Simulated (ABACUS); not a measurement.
# N under changes of volume

One of the cells (24.580 Å³/atom); the others are scaled copies at fixed shape and fractional positions:

```
N
1.0
     5.81510    0.00000    0.00000
     0.00000    5.81510    0.00000
     0.00000    0.00000    5.81510
N
8
Direct
  0.04586 0.45414 0.54586
  0.45414 0.54586 0.04586
  0.54586 0.04586 0.45414
  0.95414 0.95414 0.95414
  0.93610 0.56390 0.43610
  0.56390 0.43610 0.93610
  0.43610 0.93610 0.56390
  0.06390 0.06390 0.06390
```

- Program: ABACUS 3.10.1
- Functional: PBE
- Potentials or basis: PseudoDojo NC SR 0.4.1 PBE standard
- Cutoff: 1143 eV
- Density cutoff: 4572 eV
- Basis: plane waves
- k mesh: 5 × 5 × 5
- Occupations: fermi-dirac, width 0.05 eV
- Spin: no spin polarisation

```tsv
volume (Å³/atom)	energy over the lowest point (meV/atom)	pressure (GPa)	gap on the mesh (eV)	largest force (eV/Å)
23.105	?	?	?	?
23.597	6.86	2.5	7.58	1.760
24.088	1.33	1.1	7.52	0.645
24.580	0.00	-0.2	7.46	0.413
25.072	2.50	-1.4	7.40	1.389
25.563	8.49	-2.5	7.34	2.300
26.055	17.65	-3.5	7.28	3.157
```

Q: What does the run at 23.105 Å³/atom give?

A: Energy over the lowest point 17.01 meV/atom; pressure 4.1 GPa; gap on the mesh 7.64 eV; largest force 2.948 eV/Å.

Worked out: A Birch-Murnaghan fit of order 3 (a polynomial in V^(-2/3)) to the other rows has its minimum at 24.50 Å³/atom with B0 = V·E''(V) = 63 GPa and B' = 3.7 at fixed shape and positions, which overstates the stiffness. It gives 17.04 meV/atom at 23.105 Å³/atom, against the run's 17.01, and -dE/dV = 4.1 GPa, against 4.1. A straight line through the other rows of the gap, of slope -3.03 eV per unit of ln V, extrapolates to 7.65 eV, against the run's 7.64.

Energies are extrapolated to zero smearing.

Caveats: an odd mesh through Γ misses points on the zone boundary, where band edges often lie; forces of over 1 eV/Å show positions far from the minimum, so gaps and moduli don't describe the material at rest (some runs).
